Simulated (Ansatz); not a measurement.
CaSe: the gap from level to level

A database entry relaxed whole under r2SCAN at zero pressure (Fm-3m, No. 225):

```
Ca Se
1.0
     0.00000    2.96723    2.96723
     2.96723    0.00000    2.96723
     2.96723    2.96723    0.00000
Ca Se
1 1
Direct
  0.00000 0.00000 0.00000
  0.50000 0.50000 0.50000
```

Its volume is 26.12 Å³ an atom, +1.1 % against the entry's 25.83, which is old or was flagged in a check.

Single points on this cell with plane-wave PAW DFT (Ansatz 0.2.0; r2SCAN 500 eV, hybrids 420 eV; fermi-dirac occupations of width 0.020 eV; no moments): r2SCAN on a 8×8×8 Γ-centred mesh; HSE06 on a 8×8×8 Γ-centred mesh; PBE0 on a 8×8×8 Γ-centred mesh.

Task: What does each level give for gap and charges?

Result: The runs give:

```csv
level,"gap (eV), or kind",pressure (GPa),Bader charge of Ca (e),Bader charge of Se (e)
r2SCAN,2.52,0.0,+1.51,-1.51
HSE06,3.00,0.2,+1.51,-1.51
PBE0,3.67,0.2,+1.51,-1.51
```

Under r2SCAN the gap is 2.52 eV, over mesh and band path. HSE06 moves it by +0.48 eV and PBE0 by +1.16 eV; PBE0 keeps its exact exchange at long range, which widens the gap over HSE06's by 0.68 eV on their common mesh.

Caveats: the relaxation kept the start's symmetry; HSE06 is read on its mesh and at the zone's corners, PBE0 on its mesh alone; hybrid pressures are good to a few tenths of a GPa; no spin-orbit coupling, which narrows gaps of heavier elements; pressure is positive in compression.
